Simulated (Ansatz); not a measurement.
Level of theory: Ansatz 0.2.0, DFT, PBE, plane waves (420 eV) with PAW, scalar-relativistic.

An element in the bcc structure gives this curve. The cell is scaled uniformly from the relaxed one, with fractional coordinates and shape fixed. Energies are extrapolated to zero smearing, pressures are those at the given smearing. Magnetic state: spin not included.

```csv
V (Å³/atom),E − E₀ (meV/atom),P (GPa)
28.069,71.2,6.81
29.345,29.0,3.99
30.621,6.7,1.78
31.896,0.0,0.02
33.172,5.9,-1.38
34.448,21.7,-2.49
35.724,45.7,-3.38
```

(1) Which element is it?
A. indium
B. tellurium
C. lead
D. tin

Results:

(1) C. Its fit is V₀ = 31.89 Å³/atom, B₀ = 39 GPa, B₀′ = 4.7.
